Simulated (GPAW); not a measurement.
Crystal: LiCl.

```
CELL_PARAMETERS angstrom
0.00000 2.56477 2.56477
2.56477 0.00000 2.56477
2.56477 2.56477 0.00000
ATOMIC_POSITIONS crystal
Cl 0.50000 0.50000 0.50000
Li 0.00000 0.00000 0.00000
```

```yaml
Program: GPAW 26.7.0
Task: relaxation of cell and atoms
Functional: BLYP
Dispersion: D3(BJ)
Potentials_or_basis: PAW data sets generated in the run's folder for this functional
Cutoff: 800 eV
Basis: pw
k_mesh: 9 × 9 × 9
Occupations: fermi-dirac, width 0.05 eV
Spin: no spin polarisation
```

At the start: pressure -3.1 GPa; volume 16.87 Å³/atom.

**Question.** How do energy, volume and symmetry change on relaxing?

**Answer.** Over 7 steps the energy falls by 14.4 meV/atom and the volume is 15.50 Å³/atom (-8.1 %); space group Fm-3m (No. 225, to 0.05 Å).

The path:
```tsv
step	energy change (eV)	largest force (eV/Å)	pressure (GPa)	volume (Å³)
1	0.0000	0.0000	-3.05	33.74
2	-0.0030	0.0000	-2.92	33.58
3	-0.0084	0.0000	-2.64	33.27
4	-0.0151	0.0000	-2.22	32.82
5	-0.0217	0.0000	-1.66	32.27
6	-0.0267	0.0000	-0.96	31.65
7	-0.0289	0.0000	-0.14	30.99
```

Final structure:
```
CELL_PARAMETERS angstrom
0.00000 2.49313 2.49313
2.49313 0.00000 2.49313
2.49313 2.49313 0.00000
ATOMIC_POSITIONS crystal
Cl 0.50000 0.50000 0.50000
Li 0.00000 0.00000 0.00000
```

Caveat: later steps reuse the first step's grids.
